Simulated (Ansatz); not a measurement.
The system is HfH2.

```
Hf H
1.0
    -1.73900    1.73900    2.18050
     1.73900   -1.73900    2.18050
     1.73900    1.73900   -2.18050
Hf H
1 2
Cartesian
  0.0000 0.0000 0.0000
  1.7390 0.0000 1.0902
  0.0000 1.7390 1.0902
```

| Quantity | Value |
| --- | --- |
| Program | Ansatz 0.2.0 |
| Task | relaxation of cell and atoms |
| Functional | r2SCAN |
| Potentials or basis | Ansatz PAW |
| Cutoff | 500 eV (not typed: the program's choice for these potentials) |
| k mesh | 11 × 11 × 11 |
| Occupations | fermi-dirac, width 0.05 eV |
| Spin | no spin polarisation |
| Hubbard terms | Hf d U = 5 eV |

At the start: volume 8.79 Å³/atom.

Question: How do energy, volume and symmetry change on relaxing?

Answer: It ends after 6 steps and the volume is 9.20 Å³/atom (+4.7 %); space group I4/mmm (No. 139, to 0.05 Å).

The path:
```
step  energy change (eV)  largest force (eV/Å)  volume (Å³)
   1              0.0000                0.0000        26.38
   2             -0.0596                0.0000        28.33
   3             -0.0628                0.0000        27.37
   4             -0.0667                0.0000        27.57
   5             -0.0667                0.0000        27.60
   6             -0.0672                0.0000        27.60
```

Final structure:
```
Hf H
1.0
    -1.81792    1.81792    2.08813
     1.81792   -1.81792    2.08813
     1.81792    1.81792   -2.08813
Hf H
1 2
Direct
  0.00000 0.00000 0.00000
  0.25000 0.75000 0.50000
  0.75000 0.25000 0.50000
```

Caveat: the plane-wave basis is chosen anew once the cell has moved, so the energies of steps on either side of that aren't comparable; U without spin polarisation on a metal has little footing; the PAW data sets come from PBE, with cores solved anew for the run's functional, which leaves a small shift of forces and pressure; the U is typed as a test and isn't derived for this compound.
